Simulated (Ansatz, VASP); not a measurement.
## Ga4CuN3: VASP beside Ansatz

One calculation is typed for both programs; each brings its own data sets and cutoff. How far apart do they land?

Main program and level: Ansatz 0.2.0; plane waves, with VASP 6.6.1 beside it; single point at PBEsol.

### 1. The starting structure

The cell holds 8 atoms: 1 Cu, 4 Ga and 3 N. Its edges and angles: a = 6.420 Å, b = 6.420 Å, c = 14.632 Å, α = 90.0°, β = 90.0°, γ = 120.0°. It derives from GaN. As first built, before any earlier steps moved the atoms (in the runner's words): kind: modified sheet; change: sub; group: Cu;. Regions: centre, 4 atoms (1 Cu and 3 Ga); next shell, 3 atoms (3 N); far, 1 atom (1 Ga). Vacuum lies along c.

### 2. Ansatz: single point, PBEsol

Ansatz runs on its default PAW (the set named soft_2) files.

With cell and atoms fixed, the geometry can't cause a difference; cores, projectors, grids and the points listed under the comparison can.

The input, input.yaml:

```yaml
crystal:
  lattice:
    - [6.42, 0.0, 0.0]
    - [-3.21, 5.5598830923, 0.0]
    - [0.0, 0.0, 14.6316949909]
  atoms:
    - { symbol: Cu, position: [0.8322095778, 0.665099176, 0.5718613646] }
    - { symbol: Ga, position: [0.6586203507, 0.839296882, 0.4873650415] }
    - { symbol: Ga, position: [0.1657198899, 0.3318318643, 0.4690608426] }
    - { symbol: Ga, position: [0.6620420001, 0.3242650072, 0.4805758293] }
    - { symbol: Ga, position: [0.1735621187, 0.8356135866, 0.4809614846] }
    - { symbol: "N", position: [0.3319266821, 0.1656786736, 0.4633752516] }
    - { symbol: "N", position: [0.3317539375, 0.6640393568, 0.4637079057] }
    - { symbol: "N", position: [0.8333984021, 0.1656567445, 0.4629661841] }
hamiltonian:
  xc: pbesol
  pseudopotentials: { kind: paw }
magnetization:
  spin_polarized: true
kpoints:
  mp_grid: { grid: [4, 4, 1] }
scf:
  occupations: { method: gaussian, width: 0.1 }
  n_extra_bands: 8
output:
  forces: true
  eigenvalues: true
```

Launch:

```console
ansatz run input.yaml --threads 4 --pin off --max-ram 9216MiB --backend cpu --events-out ev --progress --plain --runs-dir out
```

Numbers of over 12 decimals in the logs are rounded to 6 here.

The program printed:

```text
scf.n_extra_bands = 8 over 43 filled bands (N_el = 86.0): the run solves 51 bands
Engine: ansatz 0.2.0, aarch64-unknown-linux-gnu
Pseudopotentials: kind: paw
Pseudopotential: Cu, paw, valence charge 19, recommended cutoff 420 eV (normal), Cu.paw.azcp
Pseudopotential: Ga, paw, valence charge 13, recommended cutoff 420 eV (normal), Ga.paw.azcp
Pseudopotential: N, paw, valence charge 5, recommended cutoff 420 eV (normal), N.paw.azcp
Functional definition: PBEsol
  exchange = pbesol_x
  correlation = pbesol_c
Crystal: 8 atoms, lattice volume = 522.270 Å³
Basis set: ecut = 420 eV, 10321 PW (Γ), exchange–correlation on 90×90×200 points (8 copies of the dense FFT grid, shifted against one another)
Bands: 51, of which v1, the nominal top of the filled ones, is band 43 counted from 1 (42 counted from 0)
Symmetry: 1 space group operations
Space group: P1 (ITA 1), of the structure as read, at distance tolerance 8.1e-5 Å
k-points: 10 of 16 (time reversal used)
Non-local potential: Cu, projectors of the file, l = 0: 3, l = 1: 2, l = 2: 3, l = 3: 1
Non-local potential: Ga, projectors of the file, l = 0: 2, l = 1: 2, l = 2: 3, l = 3: 1
Non-local potential: N, projectors of the file, l = 0: 2, l = 1: 2, l = 2: 1
PAW form: soft (Blöchl's): semilocal exchange-correlation on the pseudo side does not see the compensation charge
PAW frozen core: Cu, regenerated for the run's functional, and the local potential with it (the file was generated under x = pbe(κ = 0.804, μ = 0.219515), c = pbe(β = 0.066725))
PAW frozen core: Ga, regenerated for the run's functional, and the local potential with it (the file was generated under x = pbe(κ = 0.804, μ = 0.219515), c = pbe(β = 0.066725))
PAW frozen core: N, regenerated for the run's functional, and the local potential with it (the file was generated under x = pbe(κ = 0.804, μ = 0.219515), c = pbe(β = 0.066725))
PAW one-centre angular grid: Cu, 590 points (default); XC on 64 Gauss nodes
PAW one-centre angular grid: Ga, 590 points (default); XC on 64 Gauss nodes
PAW one-centre angular grid: N, 110 points (default); XC on 64 Gauss nodes
Initial density: superposition of atomic densities (neutral atoms: chi_scale 0, normalization atom)
Initial wavefunctions: pseudopotential atomic-orbital guess
Functional: x = pbesol(κ = 0.804, μ = 0.123457), c = pbesol(β = 0.046)
SCF iter   1: F=—  HF=-22704.903645 eV  |F-HF|=—  |Δ(HF+E_count)|=         —  Δρ=5.29e-2 (↑5.29e-2 ↓5.29e-2)  dr2=6.96e1  dr2_m=0.00e0  M=0.000 μB ∫|m|=0.000 μB  β_m=0.30  ethr=3.10e-3  ⟨swp⟩=7.3  Hψ=2175  notcnv=0
preconditioner: auto → Resta (q_TF=auto, 2.020 Å⁻¹)  ε∞=2.1  [insulator: Δε(μ)=0.177 eV  Ē_g=13.401 eV  σ=0.100 eV  W_gap=0.68  n_scr=68 (ndim 8)  ℏωp=14.4 eV  f_vac=0.677  D(μ)=3.25/eV (n_scr^D=4)  ε∞_Penn≈2.1  vacuum switching on, ρ_ref=1.3e-2 e/Å³]
spin=Collinear: Resta preconditioning applied to the charge; magnetization (m = ρ↑ − ρ↓) channel mixes plain (no charge-response kernel on spin).
SCF iter   2: F=—  HF=-22698.821433 eV  |F-HF|=—  |Δ(HF+E_count)|=    6.08e0  Δρ=3.06e-2 (↑3.06e-2 ↓3.06e-2)  dr2=1.49e1  dr2_m=0.00e0  M=0.000 μB ∫|m|=0.000 μB  β_m=0.26  ethr=3.10e-3  ⟨swp⟩=4.4  Hψ=1378  notcnv=0  defer=14
SCF iter   3: F=—  HF=-22694.674632 eV  |F-HF|=—  |Δ(HF+E_count)|=    4.15e0  Δρ=1.02e-2 (↑1.02e-2 ↓1.02e-2)  dr2=2.29e0  dr2_m=0.00e0  M=0.000 μB ∫|m|=0.000 μB  β_m=0.39  ethr=3.10e-3  ⟨swp⟩=3.4  Hψ=1267  notcnv=0  defer=14
SCF iter   4: F=—  HF=-22694.258430 eV  |F-HF|=—  |Δ(HF+E_count)|=   4.16e-1  Δρ=8.56e-3 (↑8.56e-3 ↓8.56e-3)  dr2=1.02e0  dr2_m=0.00e0  M=0.000 μB ∫|m|=0.000 μB  β_m=0.51  ethr=2.66e-3  ⟨swp⟩=3.2  Hψ=856  notcnv=0  defer=13
SCF iter   5: F=—  HF=-22691.144900 eV  |F-HF|=—  |Δ(HF+E_count)|=    3.11e0  Δρ=1.26e-2 (↑1.18e-2 ↓1.26e-2)  dr2=7.82e-1  dr2_m=6.24e-1  M=3.545 μB ∫|m|=3.550 μB  ethr=1.18e-3  ⟨swp⟩=2.0  Hψ=773  notcnv=0  defer=13
Mixer restart at iter 5: flushing history
SCF iter   6: F=—  HF=-22693.630034 eV  |F-HF|=—  |Δ(HF+E_count)|=         —  Δρ=1.08e-2 (↑7.14e-3 ↓1.08e-2)  dr2=2.28e-1  dr2_m=3.53e-1  M=1.044 μB ∫|m|=1.206 μB  β_m=0.51  ethr=9.09e-4  ⟨swp⟩=4.6  Hψ=1991  notcnv=0  defer=44
SCF iter   7: F=—  HF=-22693.901903 eV  |F-HF|=—  |Δ(HF+E_count)|=   2.72e-1  Δρ=8.31e-3 (↑8.31e-3 ↓4.69e-3)  dr2=2.49e-1  dr2_m=1.27e-1  M=0.729 μB ∫|m|=0.861 μB  β_m=0.57  ethr=2.65e-4  ⟨swp⟩=2.7  Hψ=2174  notcnv=0  defer=30
SCF iter   8: F=—  HF=-22694.144763 eV  |F-HF|=—  |Δ(HF+E_count)|=   2.43e-1  Δρ=9.19e-3 (↑6.95e-3 ↓9.19e-3)  dr2=8.08e-1  dr2_m=6.75e-2  M=0.239 μB ∫|m|=0.422 μB  β_m=0.29  ethr=2.65e-4  ⟨swp⟩=3.0  Hψ=2204  notcnv=0  defer=30  recentre
SCF iter   9: F=—  HF=-22694.017400 eV  |F-HF|=—  |Δ(HF+E_count)|=   1.27e-1  Δρ=3.46e-3 (↑3.46e-3 ↓3.40e-3)  dr2=2.31e-2  dr2_m=5.16e-2  M=0.199 μB ∫|m|=0.370 μB  β_m=0.37  ethr=2.65e-4  ⟨swp⟩=2.9  Hψ=2219  notcnv=0  defer=30
SCF iter  10: F=—  HF=-22694.098571 eV  |F-HF|=—  |Δ(HF+E_count)|=   8.12e-2  Δρ=1.15e-3 (↑9.65e-4 ↓1.15e-3)  dr2=1.14e-3  dr2_m=5.06e-3  M=0.094 μB ∫|m|=0.163 μB  β_m=0.48  ethr=2.69e-5  ⟨swp⟩=2.3  Hψ=2025  notcnv=0  defer=23
SCF iter  11: F=—  HF=-22694.097603 eV  |F-HF|=—  |Δ(HF+E_count)|=   9.68e-4  Δρ=6.46e-4 (↑6.46e-4 ↓6.13e-4)  dr2=3.99e-4  dr2_m=1.83e-3  M=0.117 μB ∫|m|=0.174 μB  β_m=0.67  ethr=1.33e-6  ⟨swp⟩=2.3  Hψ=1795  notcnv=0  defer=23
SCF iter  12: F=—  HF=-22694.104056 eV  |F-HF|=—  |Δ(HF+E_count)|=   6.45e-3  Δρ=2.83e-4 (↑2.83e-4 ↓2.62e-4)  dr2=7.74e-4  dr2_m=2.44e-4  M=0.081 μB ∫|m|=0.102 μB  β_m=0.56  ethr=4.64e-7  ⟨swp⟩=3.0  Hψ=2102  notcnv=0  defer=23
Mixer restart at iter 12: flushing history
SCF iter  13: F=—  HF=-22694.105729 eV  |F-HF|=—  |Δ(HF+E_count)|=         —  Δρ=6.28e-5 (↑6.28e-5 ↓6.28e-5)  dr2=1.55e-4  dr2_m=0.00e0  M=0.000 μB ∫|m|=0.000 μB  β_m=0.56  ethr=4.64e-7  ⟨swp⟩=7.2  Hψ=1547  notcnv=0  defer=10
SCF iter  14: F=—  HF=-22694.105742 eV  |F-HF|=—  |Δ(HF+E_count)|=   1.29e-5  Δρ=1.09e-4 (↑1.09e-4 ↓1.09e-4)  dr2=2.49e-4  dr2_m=0.00e0  M=0.000 μB ∫|m|=0.000 μB  β_m=0.42  ethr=1.80e-7  ⟨swp⟩=2.0  Hψ=750  notcnv=0  defer=10
SCF iter  15: F=—  HF=-22694.105705 eV  |F-HF|=—  |Δ(HF+E_count)|=   3.63e-5  Δρ=2.41e-5 (↑2.41e-5 ↓2.41e-5)  dr2=1.02e-5  dr2_m=0.00e0  M=0.000 μB ∫|m|=0.000 μB  β_m=0.39  ethr=1.80e-7  ⟨swp⟩=2.0  Hψ=627  notcnv=0  defer=10
SCF iter  16: F=—  HF=-22694.105578 eV  |F-HF|=—  |Δ(HF+E_count)|=   1.27e-4  Δρ=9.35e-6 (↑9.35e-6 ↓9.35e-6)  dr2=2.29e-6  dr2_m=0.00e0  M=0.000 μB ∫|m|=0.000 μB  β_m=0.38  ethr=1.19e-8  ⟨swp⟩=2.0  Hψ=646  notcnv=0  defer=10
SCF iter  17: F=—  HF=-22694.105578 eV  |F-HF|=—  |Δ(HF+E_count)|=   1.54e-7  Δρ=3.18e-6 (↑3.18e-6 ↓3.18e-6)  dr2=2.88e-7  dr2_m=0.00e0  M=0.000 μB ∫|m|=0.000 μB  β_m=0.47  ethr=2.66e-9  ⟨swp⟩=2.0  Hψ=627  notcnv=0  defer=10
SCF iter  18: F=-22694.105578 eV  HF=-22694.105578 eV  |F-HF|=2.20e-8  |Δ(HF+E_count)|=   8.93e-8  Δρ=1.47e-6 (↑1.47e-6 ↓1.47e-6)  dr2=6.11e-8  dr2_m=0.00e0  M=0.000 μB ∫|m|=0.000 μB  ethr=1.16e-10  ⟨swp⟩=14.0  Hψ=2028  notcnv=0
SCF 1 converged in 18 iterations: F = -22694.105578 eV  dr2 = 6.11e-8
  greatest PAW one-centre occupation: 1.000 electrons in one spin orbital (limit 2), on the Cu atom at site 0 (counted from 0), in its partial waves of l = 0
SCF converged after 18 iterations
Magnetization: 0.0000 μB (43.0000 up, 43.0000 down)
Absolute magnetization: 0.0000 μB (∫|ρ↑−ρ↓|)
Spin contamination: 0.0000 ħ² per cell (⟨S²⟩ above its minimum at these occupations)
Per-site moments (μB) at R_I (Å): [(0.0, 0.946732), (0.0, 0.763458), (0.0, 0.762587), (0.0, 0.764372), (0.0, 0.763644), (0.0, 0.763024), (0.0, 0.762587), (0.0, 0.763050)]
Free energy (F): -22694.105578 eV
Harris-Foulkes:  -22694.105578 eV  (|F-HF|=2.20e-8)
Internal energy: -22694.092966 eV  (E = F + TS)
E sigma→0 (E₀):  -22694.099272 eV
Entropy (-TS):   -0.012612 eV (-1.577 meV/atom)
Fermi energy:    -0.725208 eV
--- Per-component energies (eV) ---
  E_band       = -1541.843591
  E_kinetic    = 1148.354851
  E_local      = -45958.136298  (includes V_loc(G=0)·N_el)
  E_nonlocal   = 2239.979657
  E_hartree    = 21876.460081
  E_xc         = -535.745378
  E_vxc        = -567.607639  (∫ρ·V_xc dr)
  E_paw        = -9794.769370  (= ΣΔE_a)
  E_vpaw       = -2157.350831  (= ΣTr[D̂ρ^β])
  E_aug_tail   = -0.000027  (compensation charges beyond the density's cutoff)
  E_ewald      = 8326.021108
  E_core_change = 3.742410  (= ΣΔE_core)
  E_smearing   = -0.012612  (= −TS)
  E_closure    = 0.000000  (closes the sum)
  Σ components = -22694.105578   (vs F -22694.105578, Δ=0.00e0)
--- Forces (eV/Å), atoms counted from 1 ---
  atom   1  Cu    -0.01360568     0.00766704     0.15909297
  atom   2  Ga     0.04529786    -0.03410244     0.03689671
  atom   3  Ga    -0.00572429    -0.01205918     0.01217330
  atom   4  Ga     0.04414202     0.06095628    -0.06818361
  atom   5  Ga    -0.04991041    -0.04603074    -0.06207237
  atom   6  N     -0.04399166     0.01299494    -0.02616844
  atom   7  N      0.00900397    -0.01471220    -0.03197692
  atom   8  N      0.01482835     0.02526673    -0.01974944
  max |Σ_I F_I| component: 4.02e-5 eV/Å
--- Band table (eV; the first three rows and the last of 20) ---
  k-point 0 ↑: bands = [... 39 lower, -3.7509, -3.0490, -3.0376, -0.6975, -0.2059, -0.0941, 0.5584, 1.6549, ... 4 higher]
  k-point 1 ↑: bands = [... 39 lower, -3.8529, -3.3462, -3.1223, -1.1489, -0.3591, -0.2201, 1.4528, 1.8721, ... 4 higher]
  k-point 2 ↑: bands = [... 39 lower, -3.9069, -3.3830, -3.1951, -1.6564, -0.5679, -0.2985, 1.7755, 2.0326, ... 4 higher]
  k-point 9 ↓: bands = [... 39 lower, -3.9263, -3.3886, -3.1695, -1.7035, -0.5191, -0.2501, 1.8053, 2.0328, ... 4 higher]
```

Run time: 15 s. Hardware: 4 threads of Arm Neoverse V2, shared host; peak memory 1.1 GiB; 55 s of CPU time.

In the SCF lines HF is the Harris–Foulkes energy and dr2 the Hartree energy of the density residual, in eV; the loop may stop once dr2 is under the threshold and the program's other checks hold. Hψ counts applications of the Hamiltonian.

[end of part 1 of 2]

[Lines on the potential files, build, host, timing and source positions are cut from VASP's logs without a mark.]

[Logs are printed without paths, hosts, clocks, repeated set-up lines and the standing remarks that a program may print on its own settings, such as how far it seeks lower states.]

[Hosts, paths, dates, database ids (printed as entryN), source tags and the programs' standing remarks are cut or masked in the printed files.]
